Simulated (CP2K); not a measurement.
Zr:

```
Zr
1.0
     3.23200    0.00000    0.00000
    -1.61600    2.79899    0.00000
     0.00000    0.00000    5.14700
Zr
2
Direct
  0.66667 0.33333 0.75000
  0.33333 0.66667 0.25000
```

Base run:

| Item | Value |
| --- | --- |
| Program | CP2K 2026.2 |
| Functional | revPBE |
| Potentials or basis | POTENTIAL_UZH Zr GTH-PBE-q12; TZVP-MOLOPT-PBE-GTH basis |
| Density cutoff | 9524 eV |
| k mesh | 9 × 9 × 5 |
| Occupations | fermi-dirac, width 0.05 eV |
| Spin | no spin polarisation |

Its results: band gap on the k mesh none (metal or under the smearing width); pressure 2.7 GPa.

Task: The run is repeated on the same cell with these changes: functional from revPBE to LDA. What comes out?

Result: Band gap on the k mesh none (metal or under the smearing width); pressure -4.9 GPa.

LDA binds more tightly than revPBE, so the same cell stands under less pressure.

Caveats: the potentials were made for another functional, which shifts forces and pressure; the basis of atomic orbitals isn't converged, which shifts pressures, moduli and gaps.

Not every run made on this cell is shown here.
